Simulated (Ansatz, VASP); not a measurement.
# TaO2: VASP beside Ansatz, part 2 of 2

Aim: how closely do two programs agree when they are given the same cell, functional and k mesh? Of the first pair: The structure shown is the start of the Ansatz relaxation below; VASP solves that cell, so the two are compared at the walk's first step.

VASP 6.6.1 and Ansatz 0.2.0.

So far: The starting structure; Ansatz: relaxation, PBE; VASP: single point, PBE, start cell, pair 1.

## 3. VASP: single point, PBE, start cell, pair 1 (continued)

Level of this step: PBE; plane waves and PAW (Ta_pv, O) (VASP).

Numbers of over 12 decimals in the logs are rounded to 6 here.

From OUTCAR (step 3):

```text
ion  position               nearest neighbor table
   1  0.667  0.667  0.331-   2 2.00   3 2.00   2 2.00   3 2.00   2 2.00   3 2.00
   2  1.000  0.000  0.374-   1 2.00   1 2.00   1 2.00
   3  0.333  0.333  0.288-   1 2.00   1 2.00   1 2.00

  LATTYP: Found a hexagonal cell.
 ALAT       =     2.7066736157
 C/A-ratio  =    10.6294264049

 Subroutine GETGRP returns: Found 12 space group operations
 (whereof  6 operations were pure point group operations)

The static configuration has the point symmetry C_3v.
 The point group associated with its full space group is D_3d.

 Found     16 irreducible k-points:

   k-points           NKPTS =     16   k-points in BZ     NKDIM =     16   number of bands    NBANDS=     17

   dimension x,y,z NGX =    20 NGY =   20 NGZ =  216
   dimension x,y,z NGXF=    40 NGYF=   40 NGZF=  432

   ENCUT  =  520.0 eV  38.22 Ry    6.18 a.u.   5.03  5.03 53.49*2*pi/ulx,y,z

   NELECT =      23.0000    total number of electrons

 k-points in reciprocal lattice and weights: Automatic mesh
   0.00000000  0.00000000  0.00000000       0.008
   0.09090909 -0.00000000  0.00000000       0.050
   0.18181818 -0.00000000  0.00000000       0.050
   0.27272727  0.00000000  0.00000000       0.050
   0.36363636 -0.00000000  0.00000000       0.050
   0.45454545  0.00000000  0.00000000       0.050
   0.18181818  0.09090909  0.00000000       0.050
   0.27272727  0.09090909  0.00000000       0.099
   0.36363636  0.09090909  0.00000000       0.099
[...]
-0.45454545  0.27272727  0.00000000       0.050
  -0.36363636  0.27272727  0.00000000       0.050

 dipolmoment           0.000000      0.000000      0.000004 electrons x Angstroem

 average (electrostatic) potential at core
       1 -47.6815       2 -80.7532       3 -80.7532

 E-fermi :  -4.2291

 k-point     1 :       0.0000    0.0000    0.0000
  band No.  band energies     occupation
    ...
      7     -10.3129      2.00000
      8     -10.3129      2.00000
      9      -8.5892      2.00000
     10      -7.1207      2.00000
     11      -7.1207      2.00000
     12      -3.3563      0.00000
     13      -3.0671      0.00000
     14      -3.0671      0.00000
     15       1.1104      0.00000
     16       1.7203      0.00000
    ...

 k-point     2 :       0.0909   -0.0000    0.0000
  band No.  band energies     occupation
    ...
      7     -10.7188      2.00000
      8     -10.1794      2.00000
      9      -8.1646      2.00000
     10      -7.7508      2.00000
     11      -7.3300      2.00000
     12      -3.4602      0.00000
     13      -3.1232      0.00000
     14      -2.7697      0.00000
     15       1.4248      0.00000
     16       1.6560      0.00000
    ...

 k-point     3 :       0.1818   -0.0000    0.0000
  band No.  band energies     occupation
    ...
      7     -11.0162      2.00000
      8      -9.9144      2.00000
      9      -9.1703      2.00000
     10      -7.7046      2.00000
     11      -7.7006      2.00000
     12      -4.1379      0.27762
     13      -2.6401      0.00000
     14      -2.0009      0.00000
     15       1.4024      0.00000
     16       2.4192      0.00000
    ...

  Total       16.4740986     16.4740923      3.2584560      0.0000000      0.0000000      0.0000000
  in kB      144.5985944    144.5985397     28.6005423      0.0000000      0.0000000      0.0000000
  external PRESSURE =     105.9325588 kB  Pullay stress =       0.0000000 kB

  energy-cutoff  :      520.00
  volume of cell :      182.54
      direct lattice vectors                 reciprocal lattice vectors
     2.706674000  0.000000000  0.000000000     0.369457127 -0.213306212  0.000000000
     1.353337000  2.344048000  0.000000000     0.000000000  0.426612424  0.000000000
     0.000000000  0.000000000 28.770388000     0.000000000  0.000000000  0.034757960

 POSITION                                       TOTAL-FORCE (eV/Angst)
 -----------------------------------------------------------------------------------
      2.70667      1.56270      9.52417         0.000000      0.000000     -0.000000
      2.70667      0.00000     10.76676         0.000000      0.000000      1.333544
      1.35334      0.78135      8.28157        -0.000000      0.000000     -1.333544
 -----------------------------------------------------------------------------------
    total drift:                               -0.000000     -0.000794      0.000300

  FREE ENERGIE OF THE ION-ELECTRON SYSTEM (eV)
  ---------------------------------------------------
  free  energy   TOTEN  =       -26.9790689404 eV

  energy  without entropy=      -26.9648030922  energy(sigma->0) =      -26.97193602

 vacuum level on the upper side and lower side of the slab         1.999         1.999

 total charge
# of ion       s       p       d       tot
------------------------------------------
    1        0.375   6.415   2.627   9.416
    2        1.590   3.498   0.000   5.089
    3        1.590   3.498   0.000   5.089
--------------------------------------------------
tot          3.556  13.411   2.627  19.594

[... 3 further parts left out ...]
```

## 4. Differences

Known differences besides the potentials themselves: Ansatz cuts the interaction across the vacuum, VASP repeats the sheet with a dipole correction (LDIPOL); the data sets hold 25 valence electrons in Ansatz (on its default PAW (the set named soft_2) files) and 23 in VASP; the cutoff is 420 eV in Ansatz and 520 eV in VASP. Total energies have different zeros and are not compared.

Forces (eV/Å; atoms numbered as in POSCAR):

| atom | Ansatz x, y, z | VASP x, y, z |
| --- | --- | --- |
| Ta1 | 0.000, 0.000, 0.000 | 0.000, 0.000, 0.000 |
| O2 | 0.000, 0.000, 1.177 | 0.000, 0.000, 1.334 |
| O3 | 0.000, 0.000, -1.177 | 0.000, 0.000, -1.334 |

The forces differ by 74 meV/Å r.m.s., which is 11.8 % of the r.m.s. force of 0.629 eV/Å (both taken over all components). Where the cell holds vacuum, a pressure given here is an average over it and none of the material.

## 5. What the set-up changes

Further runs change the set-up of one program: Ansatz's method, potentials or start, or VASP's data sets, cutoff or form of LDA. The table gives that difference for each run.

| run | r.m.s. force difference (meV/Å) |
| --- | --- |
| as above | 74 |
| VASP with the data sets Ta_sv_GW and O | 49 |

## 6. Ansatz: relaxation, PBE

This run makes the geometry at which the two programs are then compared.

The structure compared here is the end of the Ansatz relaxation.

This is the run of step 2 again, met here at its other cell.

## 7. VASP: single point, PBE, relaxed cell, pair 2

The same cell, functional, mesh and smearing now go to VASP, with its own data sets.

File INCAR:

```
SYSTEM = TaO2
PREC = Accurate
ENCUT = 520
EDIFF = 1E-06
NELM = 120
ISMEAR = -1
SIGMA = 0.05
LREAL = .FALSE.
ALGO = Normal
GGA = PE
NBANDS = 17
LASPH = .TRUE.
LORBIT = 11
LWAVE = .FALSE.
LCHARG = .FALSE.
ISIF = 2
LDIPOL = .TRUE.
IDIPOL = 3
DIPOL = 0.5 0.5 0.331
LVHAR = .TRUE.
GGA_COMPAT = .FALSE.
NELMDL = -8
```

File POSCAR:

```
TaO2
1.0
    3.0454655321      0.0000000000      0.0000000000
    1.5227327661      2.6374505172      0.0000000000
    0.0000000000      0.0000000000     28.7703875245
Ta O
1 2
Direct
    0.6666666667      0.6666666667      0.3310406110
    0.0000000000      0.0000000000      0.3698886929
    0.3333333334      0.3333333334      0.2921925291
```

File KPOINTS:

```
Automatic mesh
0
Gamma
11 11 1
0 0 0
```

Potentials, in the order of the species: Ta_pv and O (PBE family, release 64).

The run is started by

```bash
> mpirun -np 1 vasp_std
```

The program printed:

```text
[... set-up lines as in an earlier step ...]
 entering main loop
       N       E                     dE             d eps       ncg     rms          rms(c)
DAV:   1     0.177106867965E+03    0.17711E+03   -0.10733E+04   672   0.991E+02
DAV:   2    -0.100419802049E+02   -0.18715E+03   -0.18172E+03   749   0.241E+02
DAV:   3    -0.332643488570E+02   -0.23222E+02   -0.22972E+02   679   0.905E+01
DAV:   4    -0.336036320276E+02   -0.33928E+00   -0.33705E+00   813   0.125E+01
[...]
DAV:  22    -0.286592732244E+02   -0.37142E-05   -0.11784E-07   634   0.114E-03    0.213E-04
DAV:  23    -0.286592755056E+02   -0.22812E-05   -0.68089E-08   608   0.769E-04    0.878E-05
DAV:  24    -0.286592759935E+02   -0.48785E-06   -0.38153E-09   567   0.275E-04
   1 F= -.28659276E+02 E0= -.28650070E+02  d E =-.184128E-01
```

OUTCAR, selected parts (step 7):

```text
  Total        0.2247880      0.2247880      0.0744652      0.0000000      0.0000000      0.0000000
  in kB        1.5584752      1.5584752      0.5162740      0.0000000      0.0000000      0.0000000
  external PRESSURE =       1.2110748 kB  Pullay stress =       0.0000000 kB

 POSITION                                       TOTAL-FORCE (eV/Angst)
 -----------------------------------------------------------------------------------
      3.04547      1.75830      9.52417        -0.000000      0.000000     -0.000000
      0.00000      0.00000     10.64184         0.000000      0.000000      0.055868
      1.52273      0.87915      8.40649        -0.000000      0.000000     -0.055868
 -----------------------------------------------------------------------------------
    total drift:                               -0.000000     -0.000000      0.000055

  FREE ENERGIE OF THE ION-ELECTRON SYSTEM (eV)
  ---------------------------------------------------
  free  energy   TOTEN  =       -28.6592759935 eV

  energy  without entropy=      -28.6408631689  energy(sigma->0) =      -28.65006958

[... 1 part as in an earlier step ...]

[... 2 further parts left out ...]
[key lines of the parts left out:]
E-fermi :  -3.4298
```

## 8. Side by side

What differs besides the data sets and the points named for the pairs above, as far as they apply: the data sets hold 25 valence electrons in Ansatz (on its default PAW (the set named soft_2) files) and 23 in VASP. Total energies have different zeros and are not compared.

Forces (eV/Å; atoms numbered as in POSCAR):

| atom | Ansatz x, y, z | VASP x, y, z |
| --- | --- | --- |
| Ta1 | 0.000, 0.000, 0.000 | 0.000, 0.000, 0.000 |
| O2 | 0.000, 0.000, -0.001 | 0.000, 0.000, 0.056 |
| O3 | 0.000, 0.000, 0.001 | 0.000, 0.000, -0.056 |

The forces differ by 27 meV/Å r.m.s., where the r.m.s. force is 0.001 eV/Å in Ansatz and 0.026 eV/Å in VASP: the atoms lie near their places of rest in Ansatz, so a percentage would say little (all taken over all components). Where the cell holds vacuum, a pressure given here is an average over it and none of the material.

## 9. What came out

```
r.m.s. force difference (single point, PBE, start cell, pair 1)   : 12 % of the r.m.s. force
r.m.s. force difference (single point, PBE, relaxed cell, pair 2) : 27 meV/Å
```

**Reading.** The r.m.s. force difference is 12 % of the r.m.s. force (single point, PBE, start cell, pair 1), beyond the 3 % picked in this series as the mark of a large difference. The data sets hold unlike numbers of valence electrons (25 in Ansatz and 23 in VASP), so part of the differences may come from the potentials. Single point, PBE, start cell, pair 1, VASP with the data sets Ta_sv_GW and O: r.m.s. force difference goes from 74 to 49 meV/Å. What causes the difference of the single point, PBE, relaxed cell, pair 2 pair stays open here. How closely two codes agree says nothing of how well the functional describes the real material.

[Lines on the potential files, build, host, timing and source positions are cut from VASP's logs without a mark.]

[Logs are printed without paths, hosts, clocks, repeated set-up lines and the standing remarks that a program may print on its own settings, such as how far it seeks lower states.]

[Hosts, paths, dates, database ids (printed as entryN), source tags and the programs' standing remarks are cut or masked in the printed files.]
